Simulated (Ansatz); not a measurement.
# Pb under changes of volume

One of the cells (29.314 Å³/atom); the others are scaled copies at fixed shape and fractional positions:

```xyz
2
Lattice="3.4800 0.0000 0.0000 -1.7400 3.0138 0.0000 0.0000 0.0000 5.5900" Properties=species:S:1:pos:R:3 pbc="T T T"
Pb    1.7400    1.0046    4.1925
Pb    0.0000    2.0092    1.3975
```

This isn't the form of Pb at room conditions, which is fcc.

| Quantity | Value |
| --- | --- |
| Program | Ansatz 0.2.0 |
| Functional | r2SCAN |
| Potentials or basis | Ansatz PAW |
| Cutoff | 500 eV (not typed: the program's choice for these potentials) |
| k mesh | 9 × 9 × 5 |
| Occupations | fermi-dirac, width 0.05 eV |
| Spin | no spin polarisation |

```csv
volume (Å³/atom),energy over the lowest point (meV/atom),pressure (GPa)
27.555,66.78,6.9
28.141,44.25,5.4
28.727,27.01,4.1
29.314,14.51,2.9
29.900,?,?
30.486,1.50,0.9
31.073,0.00,0.1
```

Task: What does the run at 29.900 Å³/atom give?

Result: Energy over the lowest point 6.18 meV/atom; pressure 1.8 GPa.

Worked out: A Birch-Murnaghan fit of order 3 (a polynomial in V^(-2/3)) to the other rows has its minimum at 31.07 Å³/atom, just outside them, with B0 = V·E''(V) = 41 GPa and B' = 5.8 at fixed shape and positions, which overstates the stiffness. It gives 6.18 meV/atom at 29.900 Å³/atom, against the run's 6.18, and -dE/dV = 1.8 GPa, against 1.8.

Energies are extrapolated to zero smearing.

Caveats: the PAW data sets come from PBE, with cores solved anew for the run's functional, which leaves a small shift of forces and pressure.
